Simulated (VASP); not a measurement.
# AgBr (Fm-3m) in VASP: elastic constants with PBE

Aim: the elastic constants of AgBr with PBE.

Everything below comes from runs of VASP 6.6.1. Logs are shortened: lines on timing, memory, paths and dates and some standing lists are left out, and cuts for length are marked.

### 1 The structure

Symmetry: Fm-3m, No. 225, cubic system. Conventional cell: a = 5.841 Å, b = 5.841 Å, c = 5.841 Å, α = 90.00°, β = 90.00°, γ = 90.00°. Ag (site symmetry m-3m) is surrounded by 6 Br at 2.92 Å. Br (site symmetry m-3m) is surrounded by 6 Ag at 2.92 Å.

### 2 Elastic constants, PBE

Input file INCAR:

```
PREC = Accurate
ENCUT = 600
EDIFF = 1E-8
ISMEAR = 0
SIGMA = 0.01
LREAL = False
LASPH = True
NELM = 100
ALGO = Fast
ISIF = 3
LWAVE = False
LCHARG = False
GGA = PE
NBANDS = 16
IBRION = 6
NFREE = 2
POTIM = 0.015
NSW = 1
```

Input file KPOINTS:

```
regular mesh
0
Gamma
  8 8 8
```

Input file POSCAR:

```
AgBr
1.0
    0.0000000000      2.9204202247      2.9204202247
    2.9204202247      0.0000000000      2.9204202247
    2.9204202247      2.9204202247      0.0000000000
Ag Br
1 1
Direct
    0.0000000000      0.0000000000      0.0000000000
    0.5000000000      0.5000000000      0.5000000000
```

Potentials or basis: VASP PAW PBE potentials, release 64 (Ag, Br).

Started as:

```console
> cat potpaw_PBE.64/Ag/POTCAR potpaw_PBE.64/Br/POTCAR > POTCAR
> mpirun -np 1 vasp_std > vasp.out
```

OUTCAR:

```text
PREC = Accurate
   ENCUT = 600
   EDIFF = 1E-8
   ISMEAR = 0
   LREAL = False
   LASPH = True
   NELM = 100
   ISIF = 3
   GGA = PE
   IBRION = 6
   NFREE = 2
   POTIM = 0.015
   NSW = 1

 ion  position               nearest neighbor table
   1  0.000  0.000  0.000-   2 2.92   2 2.92   2 2.92   2 2.92   2 2.92   2 2.92
   2  0.500  0.500  0.500-   1 2.92   1 2.92   1 2.92   1 2.92   1 2.92   1 2.92

  LATTYP: Found a face centered cubic cell.
 ALAT       =     5.8408404494

  Lattice vectors:

 A1 = (   0.0000000000,   2.9204202247,   2.9204202247)
 A2 = (   2.9204202247,   0.0000000000,   2.9204202247)
 A3 = (   2.9204202247,   2.9204202247,   0.0000000000)

Analysis of symmetry for initial positions (statically):
=====================================================================
 Subroutine PRICEL returns:
 Original cell was already a primitive cell.

 Routine SETGRP: Setting up the symmetry group for a
 face centered cubic supercell.

 Subroutine GETGRP returns: Found 48 space group operations
 (whereof 48 operations were pure point group operations)
 out of a pool of 48 trial point group operations.

The static configuration has the point symmetry O_h .

Analysis of symmetry for dynamics (positions and initial velocities):
=====================================================================
 Subroutine PRICEL returns:
 Original cell was already a primitive cell.

 Routine SETGRP: Setting up the symmetry group for a
 face centered cubic supercell.

 Subroutine GETGRP returns: Found 48 space group operations
 (whereof 48 operations were pure point group operations)
 out of a pool of 48 trial point group operations.

The dynamic configuration has the point symmetry O_h .

 Subroutine INISYM returns: Found 48 space group operations
 (whereof 48 operations are pure point group operations),
 and found     1 'primitive' translations

----------------------------------------------------------------------------------------

                                     Primitive cell

  volume of cell :      49.8157

  direct lattice vectors                    reciprocal lattice vectors
     0.000000000  2.920420225  2.920420225    -0.171208238  0.171208238  0.171208238
     2.920420225  0.000000000  2.920420225     0.171208238 -0.171208238  0.171208238
     2.920420225  2.920420225  0.000000000     0.171208238  0.171208238 -0.171208238

  length of vectors
     4.130097890  4.130097890  4.130097890     0.296541366  0.296541366  0.296541366

  position of ions in fractional coordinates (direct lattice)
     0.000000000  0.000000000  0.000000000
     0.500000000  0.500000000  0.500000000

  ion indices of the primitive-cell ions
   primitive index   ion index
                 1           1
                 2           2

----------------------------------------------------------------------------------------

 KPOINTS: regular mesh

Automatic generation of k-mesh.
 Grid dimensions read from file:
 generate k-points for:    8    8    8

 Generating k-lattice:

  Cartesian coordinates                     Fractional coordinates (reciprocal lattice)
    -0.021401030  0.021401030  0.021401030     0.125000000  0.000000000  0.000000000
     0.021401030 -0.021401030  0.021401030     0.000000000  0.125000000  0.000000000
     0.021401030  0.021401030 -0.021401030     0.000000000  0.000000000  0.125000000

  Length of vectors
     0.037067671  0.037067671  0.037067671

  Shift w.r.t. Gamma in fractional coordinates (k-lattice)
     0.000000000  0.000000000  0.000000000

 Subroutine IBZKPT returns following result:
 ===========================================

 Found     29 irreducible k-points:

 Following reciprocal coordinates:
            Coordinates               Weight
  0.000000  0.000000  0.000000      1.000000
  0.125000  0.000000  0.000000      8.000000
  0.250000  0.000000  0.000000      8.000000
  0.375000  0.000000  0.000000      8.000000
  0.500000  0.000000  0.000000      4.000000
  0.125000  0.125000  0.000000      6.000000
[... 50 lines left out ...]
   EMIN   =  10.00;   EMAX   =-10.00  energy-range for DOS
   EFERMI =   0.00;   METHOD = LEGACY
   ISMEAR =     0;   SIGMA  =   0.01  broadening in eV -4-tet -1-fermi 0-gaus
   EFERMI_NEDOS =   21; number of points for ismear=-14 and -15
   IALGO  =     68    algorithm
   IMIX   =      4    mixing-type and parameters
     AMIX     =   0.40;   BMIX     =  1.00
     AMIX_MAG =   1.60;   BMIX_MAG =  1.00
  volume/ion in A,a.u.               =      24.91       168.09
  Fermi-wavevector in a.u.,A,eV,Ry     =   1.166032  2.203480 18.498885  1.359630
  Thomas-Fermi vector in A             =   2.302550
   LORBIT       =      0    0 simple, 1 ext, 2 COOP (PROOUT), +10 PAW based schemes
   GGA     = PE    functional components
   LHFCALC =     F    Hartree Fock is set to
   AEXX    =    0.0000 exact exchange contribution
   IVDW    =     0    specifies the selected vdW correction
   LEPSILON=     F    determine dielectric tensor
   LRPA    =     F    only Hartree local field effects (RPA)
 finite differences with symmetry
 non-spin polarized calculation
 RMM-DIIS sequential band-by-band and
 Gauss-broadening in eV      SIGMA  =   0.01
  energy-cutoff  :      600.00
  volume of cell :       49.82
 maximum number of plane-waves:      1687
 NGX is ok and might be reduce to    36
   NGX = 17   NGY = 17   NGZ = 17

--------------------------------------- Ionic step        1  -------------------------------------------

 number of electron      18.0000001 magnetization

 Free energy of the ion-electron system (eV)
  ---------------------------------------------------
  ext. energy  EPLUGINS =         0.00000000
  ---------------------------------------------------
  free energy    TOTEN  =        -4.99996629 eV

  energy without entropy =       -4.99996629  energy(sigma->0) =       -4.99996629

------------------------ aborting loop because EDIFF is reached ----------------------------------------

  FORCE on cell =-STRESS in cart. coord.  units (eV):
  Direction    XX          YY          ZZ          XY          YZ          ZX
  --------------------------------------------------------------------------------------
  -------------------------------------------------------------------------------------
  Total       -0.0174433     -0.0174433     -0.0174433     -0.0000000      0.0000000      0.0000000
  in kB       -0.5610135     -0.5610135     -0.5610135     -0.0000000      0.0000000      0.0000000
  external PRESSURE =      -0.5610135 kB  Pullay stress =       0.0000000 kB
[... 89 lines left out ...]
  FREE ENERGIE OF THE ION-ELECTRON SYSTEM (eV)
  ---------------------------------------------------
  free  energy   TOTEN  =        -4.9982264348 eV

  energy  without entropy=       -4.9982264348  energy(sigma->0) =       -4.99822643

[... ionic steps 4 to 14 ...]

--------------------------------------- Ionic step       15  -------------------------------------------

 number of electron      18.0000001 magnetization

------------------------ aborting loop because EDIFF is reached ----------------------------------------
[... 67 lines left out ...]
--------------------------------------- Ionic step       17  -------------------------------------------

 number of electron      18.0000000 magnetization

 Free energy of the ion-electron system (eV)
  ---------------------------------------------------
  ext. energy  EPLUGINS =         0.00000000
  ---------------------------------------------------
  free energy    TOTEN  =        -4.99987876 eV

  energy without entropy =       -4.99987876  energy(sigma->0) =       -4.99987876

 E-fermi :   3.1175     XC(G=0):  -9.5965

 val. band max:        2.9978785611   @ k =   0.5000   0.0000   0.0000
 cond. band min:       3.6856124481   @ k =   0.0000   0.0000   0.0000
 fundamental gap:      0.6877338870
 Fermi energy:         3.1174819080

 k-point     1 :       0.0000    0.0000    0.0000
  band No.  band energies     occupation
      1     -11.7572      2.00000
      2       0.4083      2.00000
      3       0.4107      2.00000
      4       0.4107      2.00000
      5       0.4112      2.00000
      6       0.4117      2.00000
[... 433 lines left out ...]
      3      -0.7595      2.00000
      4      -0.7405      2.00000
      5       0.6358      2.00000
      6       0.6867      2.00000
[... 8 lines left out ...]
     15      15.4348      0.00000
     16      17.1607      0.00000

 [... further k-points ...]

------------------------ aborting loop because EDIFF is reached ----------------------------------------

  FORCE on cell =-STRESS in cart. coord.  units (eV):
  Direction    XX          YY          ZZ          XY          YZ          ZX
  --------------------------------------------------------------------------------------
  -------------------------------------------------------------------------------------
  Total       -0.0141558     -0.0166648     -0.0166648      0.0000000      0.0000000     -0.0000000
  in kB       -0.4552797     -0.5359743     -0.5359743      0.0000000      0.0000000     -0.0000000
  external PRESSURE =      -0.5090761 kB  Pullay stress =       0.0000000 kB
[... 17 lines left out ...]
  FREE ENERGIE OF THE ION-ELECTRON SYSTEM (eV)
  ---------------------------------------------------
  free  energy   TOTEN  =        -4.9998787613 eV

  energy  without entropy=       -4.9998787613  energy(sigma->0) =       -4.99987876

 INTERNAL STRAIN TENSORS FROM STRAINED CELLS
 ============================================

 INTERNAL STRAIN TENSOR FOR ION    1 for displacements in x,y,z  (eV/Angst):
          X           Y           Z          XY          YZ          ZX
  --------------------------------------------------------------------------------
  x    -0.00000    -0.00000     0.00000    -0.00000     0.00000    -0.00000
  y    -0.00000    -0.00000    -0.00000    -0.00000    -0.00000    -0.00000
  z     0.00000     0.00000     0.00000    -0.00000     0.00000    -0.00000

 INTERNAL STRAIN TENSORS FROM DISPLACED ATOMS
 ============================================

 INTERNAL STRAIN TENSOR FOR ION    1 for displacements in x,y,z  (eV/Angst):
          X           Y           Z          XY          YZ          ZX
  --------------------------------------------------------------------------------
  x     0.00000     0.00000     0.00000     0.00000     0.00000     0.00000
  y     0.00000     0.00000     0.00000     0.00000     0.00000     0.00000
  z     0.00000     0.00000     0.00000     0.00000     0.00000     0.00000

 INTERNAL STRAIN TENSOR FOR ION    2 for displacements in x,y,z  (eV/Angst):
          X           Y           Z          XY          YZ          ZX
  --------------------------------------------------------------------------------
  x     0.00000     0.00000     0.00000     0.00000     0.00000     0.00000
  y     0.00000     0.00000     0.00000     0.00000     0.00000     0.00000
  z     0.00000     0.00000     0.00000     0.00000     0.00000     0.00000

 Eigenvectors and eigenvalues of the dynamical matrix
 ----------------------------------------------------

   1 f  =    2.034245 THz    12.781540 2PiTHz   67.855121 cm-1     8.412959 meV
             X         Y         Z           dx          dy          dz
      0.000000  0.000000  0.000000     0.639113   -0.091236   -0.105959
      2.920420  2.920420  2.920420    -0.738821    0.105469    0.122489
[... 21 lines left out ...]
   6 f/i=    0.005098 THz     0.032029 2PiTHz    0.170039 cm-1     0.021082 meV
             X         Y         Z           dx          dy          dz
      0.000000  0.000000  0.000000    -0.290160   -0.683401   -0.144064
      2.920420  2.920420  2.920420    -0.251001   -0.591172   -0.124622

--------------------------------------------------------------------------------------------------------

 ELASTIC MODULI CONTR FROM IONIC RELAXATION (kBar)
 Direction    XX          YY          ZZ          XY          YZ          ZX
 --------------------------------------------------------------------------------
 XX           0.0000      0.0000      0.0000      0.0000      0.0000      0.0000
 YY           0.0000      0.0000      0.0000      0.0000      0.0000      0.0000
 ZZ           0.0000      0.0000      0.0000      0.0000      0.0000      0.0000
 XY           0.0000      0.0000      0.0000      0.0000      0.0000      0.0000
 YZ           0.0000      0.0000      0.0000      0.0000      0.0000      0.0000
 ZX           0.0000      0.0000      0.0000      0.0000      0.0000      0.0000
 --------------------------------------------------------------------------------

 TOTAL ELASTIC MODULI (kBar)
 Direction    XX          YY          ZZ          XY          YZ          ZX
 --------------------------------------------------------------------------------
 XX         530.8650    318.7185    318.7185      0.0000     -0.0000     -0.0000
 YY         318.7185    530.8650    318.7185     -0.0000      0.0000      0.0000
 ZZ         318.7185    318.7185    530.8650     -0.0000     -0.0000      0.0000
 XY           0.0000     -0.0000     -0.0000     76.5956      0.0000      0.0000
 YZ          -0.0000      0.0000     -0.0000      0.0000     76.5956      0.0000
 ZX          -0.0000      0.0000      0.0000      0.0000      0.0000     76.5956
 --------------------------------------------------------------------------------
```

It took 8.1 min on 1 thread of Intel Xeon 6975P-C (Granite Rapids), shared host; peak memory 0.4 GiB.

What came out:

* Elastic constants C11, C12, C44: 53, 32, 8 GPa
* Voigt bulk modulus: 39 GPa
* Highest phonon frequency at Γ, LO-TO splitting left out: 68 cm⁻¹

Phonon frequencies in cm⁻¹ (negative: imaginary):
| q point | frequencies |
| --- | --- |
| (0.000, 0.000, 0.000) | 0 0 0 68 68 68 |

Elastic tensor in Voigt notation (GPa, in the Cartesian axes of the cell as first typed):
```
53 32 32  0  0  0
32 53 32  0  0  0
32 32 53  0  0  0
 0  0  0  8  0  0
 0  0  0  0  8  0
 0  0  0  0  0  8
```

Clamped-ion elastic tensor (GPa):
```
53 32 32  0  0  0
32 53 32  0  0  0
32 32 53  0  0  0
 0  0  0  8  0  0
 0  0  0  0  8  0
 0  0  0  0  0  8
```
